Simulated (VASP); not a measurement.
Runs of VASP 6.6.1 on TiCo. It takes space group Pm-3m (No. 221, cubic). The conventional cell has a = 2.986 Å, b = 2.986 Å, c = 2.986 Å, α = 90.00°, β = 90.00°, γ = 90.00°. Co (site symmetry m-3m) has 8 Ti at 2.59 Å as nearest neighbours. Ti (site symmetry m-3m) is surrounded by 8 Co at 2.59 Å. The cell comes from a database or a generator and needn't be the stable form of this composition.

```tsv
task	level	potentials or basis	spin	U	cutoff (eV)	smearing	ladder	gap on the mesh (eV)	pressure (GPa)	moment (μB)	V0 of scaled cells (Å³/atom)	B0 (GPa)
single point	PBE	VASP PAW PBE potentials, release 64 (Co, Ti_sv)	collinear, ferromagnetic start	-	520	fermi-dirac 0.05 eV	-	none	-1.1	(c)	-	-
band structure	PW91	VASP PAW PBE potentials, release 64 (Co_GW, Ti_sv_GW)	collinear, ferromagnetic start	-	550	fermi-dirac 0.02 eV	-	-	-	0.66	-	-
equation of state	PBEsol	VASP PAW PBE potentials, release 64 (Co, Ti_sv)	collinear, ferromagnetic start	-	520	fermi-dirac 0.05 eV	free	-	-	-	12.64	188
atomic charges	PBE+D3(BJ)+U	VASP PAW PBE potentials, release 64 (Co, Ti_pv)	collinear, antiferromagnetic start	Co d U = 5.3 eV, Ti d U = 4 eV	520	methfessel-paxton 0.1 eV	-	none	12.3	0.97	-	-
single point	PBE	VASP PAW PBE potentials, release 64 (Co_GW, Ti_sv_GW)	collinear, ferromagnetic start	-	550	gaussian 0.1 eV	-	none	-2.0	0.81	-	-
equation of state	PBE	VASP PAW PBE potentials, release 64 (Co, Ti_sv)	collinear, ferromagnetic start	-	520	fermi-dirac 0.05 eV	-	-	-	-	13.23	162
single point	PBE	VASP PAW PBE potentials, release 64 (Co_GW, Ti_sv_GW)	collinear, ferromagnetic start	-	550	gaussian 0.05 eV	-	none	-2.0	(b)	-	-
single point	PBEsol	VASP PAW PBE potentials, release 64 (Co, Ti_sv)	collinear, ferromagnetic start	-	520	fermi-dirac 0.05 eV	free	none	(a)	0.67	-	-
```

Alike in all rows: cell as given; k mesh 9 × 9 × 9.

Fill in the values left out.

(a) -8.6; (b) 0.82; (c) 0.79.

Caveats: the PAW data sets were made with another functional, which shifts forces and pressure a little (some runs); pairwise dispersion overbinds metals, which lowers pressure and volume (some runs); the U is typed as a test and isn't derived for this compound (some runs).

A k mesh can miss the band edges.

A gap of «none» marks a metal or a gap under the smearing width.

Not every run made on this cell is shown here.
